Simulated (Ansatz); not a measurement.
# I (Cmce) in Ansatz: further runs

Aim: see how the results for I move with the level of theory and the settings. Levels: HSE03, HSEsol. Tasks: band structure.

All numbers are computed with Ansatz 0.2.0; they aren't measurements. Logs are shortened: lines on timing, memory, paths and dates and some standing lists are left out, and cuts for length are marked.

**1. Starting point**

It takes space group Cmce (No. 64, orthorhombic). The conventional cell has a = 7.270 Å, b = 4.790 Å, c = 9.793 Å, α = 90.00°, β = 90.00°, γ = 90.00°. Around I (site symmetry m) lie 1 I at 2.68 Å.

**2. Band structure, HSE03**

File input.yaml:

```yaml
crystal:
  lattice:
    - [3.635035, -2.39502, 0.0]
    - [3.635035, 2.39502, 0.0]
    - [0.0, 0.0, 9.79344]
  atoms:
    - { symbol: I, position: [0.6493, 0.3507, 0.3844] }
    - { symbol: I, position: [0.1493, 0.8507, 0.1156] }
    - { symbol: I, position: [0.3507, 0.6493, 0.6156] }
    - { symbol: I, position: [0.8507, 0.1493, 0.8844] }
hamiltonian:
  xc: { exchange: pbe, correlation: pbe, exx: { coeff: 0.25, omega: 0.3 } }
  pseudopotentials: { kind: paw }
kpoints:
  mp_grid: { grid: [4, 4, 2] }
  band_path:
    path:
      - [[0.0, 0.0, 0.0], [0.3585278261, -0.3585278261, 0.0], [0.0, -0.5, 0.0], [0.0, -0.5, -0.5], [0.3585278261, -0.3585278261, -0.5], [0.0, 0.0, -0.5], [0.0, 0.0, 0.0], [-0.5, -0.5, 0.0], [-0.3585278261, -0.6414721739, 0.0], [-0.3585278261, -0.6414721739, -0.5], [-0.5, -0.5, -0.5], [-0.5, -0.5, 0.0]]
      - [[0.0, 0.0, -0.5], [-0.5, -0.5, -0.5]]
    npoints: 4
scf:
  occupations: { method: fermi_dirac, width: 0.05 }
  n_extra_bands: 10
output:
  forces: true
  stress: true
  eigenvalues: true
  fatbands: false
```

Potentials or basis: Ansatz PAW.

Launch:

```bash
$ ansatz run input.yaml --threads 2 --pin off --max-ram 5632MiB --backend cpu --events-out ev --progress --plain --runs-dir out
```

The program printed:

```text
Warning: output.stress: scf.convergence.dr2_threshold = 1e-7 eV (the SCF's general default) is looser than the 4e-10 eV advised for a printed stress (1e-10 eV for each atom of the cell: 4). What an SCF threshold leaves in a stress goes as its square root, and in the free energy as the threshold itself, and one threshold admits the most on a small cell: of the crystals measured, under no hybrid functional and no lock of the moments, on runs that ended without the residual-converged pass, on stresses that held no estimate of that error, the worst erred by over 100 MPa in a component at 1e-7 eV an atom and by under 5 at 1e-10. Set scf.convergence.dr2_threshold to 4e-10 eV or tighter. The threshold is an SCF's pass mark: one that does not reach it within its budget of iterations ends unconverged, or closes short of it on a stop that the run arms, and scf.convergence.dr2_threshold's page says what that costs each kind of run
Warning: output.stress: scf.exx.energy_threshold = 1e-6 eV is looser than the 4e-8 eV advised for a stress under a hybrid functional (1e-8 eV for each atom of the cell: 4). Every SCF of the exchange loop can meet its threshold on dr2 while the loop round them stops early: no threshold on dr2 bounds what that leaves in the stress. Set scf.exx.energy_threshold to 4e-8 eV or tighter. The threshold is the loop's pass mark: a loop that does not reach it within its budget of cycles ends unconverged, and scf.exx.energy_threshold's page has the law
Warning: RAYON_NUM_THREADS=2 ignored (pool sized by the plan → 2); use --threads N
scf.n_extra_bands = 10 over 34 filled bands (N_el = 68.0): the run solves 44 bands
Engine: ansatz 0.2.0, x86_64-unknown-linux-gnu
Pseudopotentials: kind: paw
Pseudopotential: I, paw, valence charge 17, recommended cutoff 420 eV (normal), I.paw.azcp
Functional definition: unnamed
  parameter a_1 = 0.25
  parameter omega_1 = 0.3/angstrom
  exchange = pbe_x + (-a_1)*pbe_x_sr(omega_1) + a_1*exact_x_sr(omega_1)
  correlation = pbe_c
Crystal: 4 atoms, lattice volume = 170.523 Å³
Basis set: ecut = 420 eV, 3337 PW (Γ), exchange–correlation on 60×60×144 points (8 copies of the dense FFT grid, shifted against one another)
Bands: 44, of which v1, the nominal top of the filled ones, is band 34 counted from 1 (33 counted from 0)
Symmetry: 8 space group operations
Space group: Cmce (ITA 64), of the structure as read, at distance tolerance 5.5e-5 Å
k-points: 14 of 32
Non-local potential: I, projectors of the file, l = 0: 2, l = 1: 2, l = 2: 2, l = 3: 2
PAW form: soft (Blöchl's): semilocal exchange-correlation on the pseudo side does not see the compensation charge
PAW frozen core: I, regenerated for the run's functional, and the local potential with it (the file was generated under x = pbe(κ = 0.804, μ = 0.2195149727645171), c = pbe(β = 0.06672455060314922))
PAW one-centre angular grid: I, 590 points (default); XC on 96 Gauss nodes
Initial density: superposition of atomic densities (neutral atoms: chi_scale 0, normalization atom), corrected by the library's trained network
Initial wavefunctions: pseudopotential atomic-orbital guess
Functional: x = pbe(κ = 0.804, μ = 0.2195149727645171), c = pbe(β = 0.06672455060314922), warm-up for x = pbe(κ = 0.804, μ = 0.2195149727645171) + 0.25 (exact − pbe) at short range (hse, ω = 0.3 Å⁻¹), c = pbe(β = 0.06672455060314922)
SCF iter   1: F=—  HF=-30051.417909 eV  |F-HF|=—  |Δ(HF+E_count)|=         —  Δρ=1.15e-3  dr2=1.52e-3  ethr=1.77e-3  ⟨swp⟩=13.1  Hψ=2948  notcnv=0
preconditioner: auto → none  [insulator: Δε(μ)=1.296 eV  Ē_g=11.133 eV  σ=0.050 eV  W_gap=1.00  n_scr=36 (ndim 8)  ℏωp=15.0 eV  f_vac=0.064  D(μ)=0.00/eV (n_scr^D=0)]
SCF iter   2: F=—  HF=-30051.419784 eV  |F-HF|=—  |Δ(HF+E_count)|=   1.87e-3  Δρ=5.18e-4  dr2=2.34e-4  ethr=2.24e-6  ⟨swp⟩=4.6  Hψ=1880  notcnv=0  defer=6
iter 3 solved again at ethr=2.01e-8 eV; its pass at ethr=3.45e-7 eV (dr2=1.36e-5 eV) is discarded
SCF iter   3: F=-30051.420202 eV  HF=-30051.420183 eV  |F-HF|=1.86e-5  |Δ(HF+E_count)|=   3.99e-4  Δρ=1.18e-4  dr2=1.41e-5  ethr=2.01e-8  ⟨swp⟩=3.2  Hψ=2628  notcnv=0  defer=1
SCF 1 stopped early in 3 iterations: F = -30051.420202 eV  dr2 = 1.41e-5
Initial density: handed on by an earlier stage of this run
Initial wavefunctions: those handed on with the density
Functional: x = pbe(κ = 0.804, μ = 0.2195149727645171) + 0.25 (exact − pbe) at short range (hse, ω = 0.3 Å⁻¹), c = pbe(β = 0.06672455060314922)
Exchange kernel: α = 0.2500, screened, ω = 0.3000 Å⁻¹, Wigner–Seitz truncation, v(0) = 502.6144 eV·Å³, q-mesh 4×4×2, nearest image of the exchange supercell L = 17.41 Å, pair-density grid 24×24×48, without the augmentation charges, whose exchange is taken in its separable form by FFT convolution over the k-point mesh (sized by the pseudopotential files, 27×27×72 at the most), smooth part of the exact exchange by density-matrix convolution
Frozen-core exchange: fock
SCF iter   1: F=—  HF=-30069.828289 eV  |F-HF|=—  |Δ(HF+E_count)|=         —  Δρ=2.51e-3  dr2=9.55e-3  ethr=2.07e-7  ⟨swp⟩=9.5  Hψ=3063  notcnv=0
preconditioner: auto → none  [insulator: Δε(μ)=1.919 eV  Ē_g=12.222 eV  σ=0.050 eV  W_gap=1.00  n_scr=36 (ndim 8)  ℏωp=15.0 eV  f_vac=0.065  D(μ)=0.00/eV (n_scr^D=0)]
SCF iter   2: F=—  HF=-30069.825962 eV  |F-HF|=—  |Δ(HF+E_count)|=   2.33e-3  Δρ=1.06e-3  dr2=2.31e-3  ethr=2.07e-7  ⟨swp⟩=4.0  Hψ=2041  notcnv=0
SCF iter   3: F=—  HF=-30069.834900 eV  |F-HF|=—  |Δ(HF+E_count)|=   8.94e-3  Δρ=5.18e-4  dr2=4.21e-4  ethr=2.07e-7  ⟨swp⟩=4.0  Hψ=1955  notcnv=0
SCF iter   4: F=—  HF=-30069.834814 eV  |F-HF|=—  |Δ(HF+E_count)|=   8.62e-5  Δρ=1.12e-4  dr2=3.89e-5  ethr=2.07e-7  ⟨swp⟩=4.0  Hψ=1725  notcnv=0
SCF iter   5: F=—  HF=-30069.834921 eV  |F-HF|=—  |Δ(HF+E_count)|=   1.06e-4  Δρ=8.56e-5  dr2=7.54e-6  ethr=3.72e-8  ⟨swp⟩=4.1  Hψ=1822  notcnv=0
SCF iter   6: F=-30069.834920 eV  HF=-30069.834920 eV  |F-HF|=2.92e-7  |Δ(HF+E_count)|=   8.91e-7  Δρ=2.03e-5  dr2=1.32e-6  ethr=9.93e-9  ⟨swp⟩=2.4  Hψ=1145  notcnv=0
SCF 2 stopped early in 6 iterations: F = -30069.834920 eV  dr2 = 1.32e-6
  Residual-converged pass: ⟨swp⟩=4.2  Hψ=1768  notcnv=0  max |occ|·‖R‖ = 6.6e-6 eV (tolerance 6.7e-6 eV)  dr2=1.24e-6  dr2_onsite=8.54e-8  max |Δocc| = 1.8e-14
hybrid outer 1: dexx = +9.913e-3 eV, tail = 1.06e-4 eV
Exchange kernel: α = 0.2500, screened, ω = 0.3000 Å⁻¹, Wigner–Seitz truncation, v(0) = 502.6144 eV·Å³, q-mesh 4×4×2, nearest image of the exchange supercell L = 17.41 Å, pair-density grid 24×24×48, without the augmentation charges, whose exchange is taken in its separable form by FFT convolution over the k-point mesh (sized by the pseudopotential files, 27×27×72 at the most), smooth part of the exact exchange by density-matrix convolution
Frozen-core exchange: fock
SCF iter   1: F=—  HF=-30069.834867 eV  |F-HF|=—  |Δ(HF+E_count)|=         —  Δρ=3.21e-5  dr2=1.85e-6  ethr=7.78e-7  ⟨swp⟩=4.3  Hψ=1344  notcnv=0
preconditioner: auto → none  [insulator: Δε(μ)=1.947 eV  Ē_g=12.237 eV  σ=0.050 eV  W_gap=1.00  n_scr=36 (ndim 8)  ℏωp=15.0 eV  f_vac=0.076  D(μ)=0.00/eV (n_scr^D=0)]
SCF iter   2: F=—  HF=-30069.834868 eV  |F-HF|=—  |Δ(HF+E_count)|=   3.96e-7  Δρ=1.67e-5  dr2=4.05e-7  ethr=2.57e-9  ⟨swp⟩=4.0  Hψ=1618  notcnv=0
SCF iter   3: F=—  HF=-30069.834868 eV  |F-HF|=—  |Δ(HF+E_count)|=   5.59e-8  Δρ=5.20e-6  dr2=1.46e-7  ethr=4.53e-10  ⟨swp⟩=3.1  Hψ=1349  notcnv=0
SCF iter   4: F=—  HF=-30069.834868 eV  |F-HF|=—  |Δ(HF+E_count)|=   5.23e-7  Δρ=3.04e-6  dr2=1.43e-8  ethr=9.95e-11  ⟨swp⟩=4.4  Hψ=1868  notcnv=0  defer=3
SCF iter   5: F=—  HF=-30069.834868 eV  |F-HF|=—  |Δ(HF+E_count)|=   3.50e-9  Δρ=7.74e-7  dr2=1.80e-9  ethr=1.50e-11  ⟨swp⟩=3.2  Hψ=1314  notcnv=0  defer=2
SCF iter   6: F=-30069.834868 eV  HF=-30069.834868 eV  |F-HF|=3.20e-10  |Δ(HF+E_count)|=   1.12e-8  Δρ=5.45e-7  dr2=5.51e-10  ethr=1.24e-12 (applied; sched 1.00e-12)  ⟨swp⟩=4.0  Hψ=1780  notcnv=0
SCF 3 converged in 6 iterations: F = -30069.834868 eV  dr2 = 5.51e-10
  Residual-converged pass: ⟨swp⟩=2.6  Hψ=1107  notcnv=0  max |occ|·‖R‖ = 6.1e-7 eV (tolerance 6.3e-7 eV)  dr2=5.49e-10  dr2_onsite=3.16e-11  max |Δocc| = 6.9e-18
hybrid outer 2: dexx = +7.214e-7 eV, tail = 2.68e-8 eV, Δε = 3.04e-3 eV (about 1.12e-4 eV left of the loop's levels), ΔF = 7.28e-3 eV/Å (tail 1.23e-3)
Exchange kernel: α = 0.2500, screened, ω = 0.3000 Å⁻¹, Wigner–Seitz truncation, v(0) = 502.6144 eV·Å³, q-mesh 4×4×2, nearest image of the exchange supercell L = 17.41 Å, pair-density grid 24×24×48, without the augmentation charges, whose exchange is taken in its separable form by FFT convolution over the k-point mesh (sized by the pseudopotential files, 27×27×72 at the most), smooth part of the exact exchange by density-matrix convolution
Frozen-core exchange: fock
SCF iter   1: F=—  HF=-30069.834868 eV  |F-HF|=—  |Δ(HF+E_count)|=         —  Δρ=1.14e-6  dr2=1.86e-9  ethr=1.97e-10  ⟨swp⟩=7.6  Hψ=1573  notcnv=0
SCF iter   2: F=-30069.834868 eV  HF=-30069.834868 eV  |F-HF|=2.91e-11  |Δ(HF+E_count)|=  4.37e-10  Δρ=2.37e-7  dr2=8.93e-11  ethr=2.67e-12  ⟨swp⟩=4.0  Hψ=1327  notcnv=0
SCF 4 converged in 2 iterations: F = -30069.834868 eV  dr2 = 8.93e-11
  Residual-converged pass: ⟨swp⟩=3.0  Hψ=1289  notcnv=0  max |occ|·‖R‖ = 1.1e-6 eV (tolerance 1.1e-6 eV)  dr2=9.16e-11  dr2_onsite=1.20e-11  max |Δocc| = 2.0e-19
hybrid outer 3: dexx = +3.318e-10 eV, tail = 2.16e-10 eV, Δε = 4.30e-5 eV (about 7.87e-6 eV left of the loop's levels), ΔF = 3.65e-5 eV/Å (tail 9.68e-5)
NSCF: frozen V_eff on 50 k-points
hybrid SCF converged: 3 outer / 14 inner (+3 warm-up), last move |dexx| = 3.32e-10 eV, tail = 2.16e-10 eV
Stability not checked: this state was not tested for a lower state beside it, because the functional holds exact exchange (a hybrid, or Hartree-Fock), whose exchange loop this test does not read (fock_operator; see scf.lower_state_search)
Free energy (F): -30069.834868 eV
Frozen-core exchange: fock
Harris-Foulkes:  -30069.834868 eV  (|F-HF|=2.91e-11)
Internal energy: -30069.834868 eV  (E = F + TS)
E sigma→0 (E₀):  -30069.834868 eV
Fermi energy:    5.350559 eV
--- Per-component energies (eV) ---
  E_band       = -1732.279944
  E_kinetic    = 753.139141
  E_local      = -8212.201922  (includes V_loc(G=0)·N_el)
  E_nonlocal   = -369.051393
  E_hartree    = 4200.491949
  E_xc         = -419.741323
  E_vxc        = -417.428358  (∫ρ·V_xc dr)
  E_exx        = -188.359427  (= α·E_x^exact, valence–valence)
  E_paw        = -19179.729102  (= ΣΔE_a)
  E_vpaw       = -1511.002049  (= ΣTr[D̂ρ^β])
  E_aug_tail   = -0.000028  (compensation charges beyond the density's cutoff)
  E_ewald      = -6652.942316
  E_core_change = -1.440446  (= ΣΔE_core)
  E_smearing   = -0.000000  (= −TS)
  E_closure    = -0.000001  (closes the sum)
  Σ components = -30069.834868   (vs F -30069.834868, Δ=-3.64e-12)
--- Forces (eV/Å), atoms counted from 1 ---
  atom   1  I      0.00000000    -0.14709395    -0.33906180
  atom   2  I     -0.00000000    -0.14709395     0.33906180
  atom   3  I     -0.00000000     0.14709395     0.33906180
  atom   4  I      0.00000000     0.14709395    -0.33906180
  max |Σ_I F_I| component: 4.34e-19 eV/Å
--- Stress (GPa, compression-positive) ---
        1.073971       0.000000      -0.000000
        0.000000       0.820117       0.000000
       -0.000000       0.000000       1.282058
  P = ⅓ Tr σ = 1.0587 GPa (10.587 kbar)
--- Band table (eV; the first three rows and the last of 14) ---
  k-point 0: bands = ["-42.9864", "-42.9827", "-42.8620", "-42.8582", "-42.8416", "-42.8386", "-42.8055", "-42.8026", "-42.7969", "-42.7966", "-42.7610", "-42.7607", "-42.4703", "-42.4700", "-42.4698", "-42.4692", "-42.4672", "-42.4669", "-42.4659", "-42.4652", "-10.3069", "-9.7841", "-8.0326", "-6.9415", "-0.3753", "1.0957", "2.4014", "2.5303", "2.8900", "3.0276", "3.1660", "3.7641", "4.1727", "4.2502", "6.3893", "7.2860", "10.3268", "10.3869", "10.5233", "12.1128", "12.5106", "12.6281", "13.2587", "13.6537"]
  k-point 1: bands = ["-42.9846", "-42.9846", "-42.8600", "-42.8600", "-42.8402", "-42.8402", "-42.8040", "-42.8040", "-42.7968", "-42.7968", "-42.7608", "-42.7608", "-42.4702", "-42.4702", "-42.4695", "-42.4695", "-42.4670", "-42.4670", "-42.4656", "-42.4656", "-10.0902", "-10.0902", "-7.4629", "-7.4629", "0.2732", "0.2732", "2.7529", "2.7529", "2.9557", "2.9557", "3.2698", "3.2698", "4.2147", "4.2147", "6.6683", "6.6683", "10.8151", "10.8151", "11.3255", "11.3255", "12.1898", "12.1898", "13.9384", "13.9384"]
  k-point 2: bands = ["-42.9858", "-42.9831", "-42.8615", "-42.8588", "-42.8411", "-42.8390", "-42.8051", "-42.8031", "-42.7969", "-42.7966", "-42.7609", "-42.7607", "-42.4702", "-42.4700", "-42.4695", "-42.4691", "-42.4671", "-42.4668", "-42.4660", "-42.4655", "-10.1064", "-9.7151", "-7.8711", "-7.1137", "-0.3768", "0.5317", "1.6473", "1.7638", "2.5415", "2.6600", "3.6190", "3.7708", "3.9436", "4.0729", "6.5802", "7.1062", "11.0058", "11.0255", "11.3961", "12.0130", "12.4083", "13.0366", "13.9217", "14.3010"]
  k-point 13: bands = ["-42.9845", "-42.9845", "-42.8600", "-42.8600", "-42.8402", "-42.8402", "-42.8039", "-42.8039", "-42.7967", "-42.7967", "-42.7607", "-42.7607", "-42.4697", "-42.4697", "-42.4694", "-42.4694", "-42.4669", "-42.4669", "-42.4655", "-42.4655", "-9.7711", "-9.7711", "-7.2913", "-7.2913", "0.2758", "0.2758", "0.7548", "0.7548", "2.3423", "2.3423", "3.0481", "3.0481", "3.2517", "3.2517", "6.4239", "6.4239", "11.1673", "11.1673", "12.1802", "12.1802", "12.3600", "12.3600", "14.4995", "14.4995"]
```

Run time: 4.7 min. Hardware: 2 threads of AMD EPYC 9R45 (Zen 5), shared host; peak memory 2.3 GiB.

Results:

```
Free energy             : -30069.8349 eV
Pressure                : 1.1 GPa
Largest force           : 0.370 eV/Å
Band gap on the k mesh  : 1.95 eV, indirect (least direct gap 2.14 eV)
Band gap along the path : 1.94 eV, indirect (least direct gap 2.14 eV)
```

Forces on the atoms (eV/Å):
```
I    0.000 -0.147 -0.339
I    0.000 -0.147  0.339
I    0.000  0.147  0.339
I    0.000  0.147 -0.339
```

Levels at the corners of the path, in eV from the valence-band top:
| point | band 32 | band 33 | band 34 | band 35 | band 36 | band 37 |
| --- | --- | --- | --- | --- | --- | --- |
| Γ | -0.59 | -0.18 | -0.10 | 2.04 | 2.93 | 5.97 |
| X | -1.03 | -0.64 | -0.34 | 2.31 | 2.56 | 6.97 |
| S | -1.28 | -0.49 | -0.49 | 2.90 | 2.90 | 6.14 |
| R | -0.84 | 0.00 | 0.00 | 2.34 | 2.34 | 6.51 |
| A | -0.93 | -0.60 | -0.60 | 2.41 | 2.41 | 7.59 |
| Z | -1.08 | -0.14 | -0.14 | 2.32 | 2.32 | 6.46 |
| Γ | -0.59 | -0.18 | -0.10 | 2.04 | 2.93 | 5.97 |
| Y | -1.42 | -0.77 | -0.39 | 1.95 | 2.52 | 5.84 |
| X1 | -1.03 | -0.64 | -0.34 | 2.31 | 2.56 | 6.97 |
| A1 | -0.93 | -0.60 | -0.60 | 2.41 | 2.41 | 7.59 |
| T | -1.30 | -1.10 | -1.10 | 2.07 | 2.07 | 6.82 |
| Y | -1.42 | -0.77 | -0.39 | 1.95 | 2.52 | 5.84 |
| Z | -1.08 | -0.14 | -0.14 | 2.32 | 2.32 | 6.46 |
| T | -1.30 | -1.10 | -1.10 | 2.07 | 2.07 | 6.82 |

Caveat: spin-orbit coupling is left out, which moves the levels of the heavy elements; the PAW data sets come from PBE, with cores solved anew for the run's functional, which leaves a small shift of forces and pressure; the thresholds are loose for stress.

(Continued in part 2 of 2.)
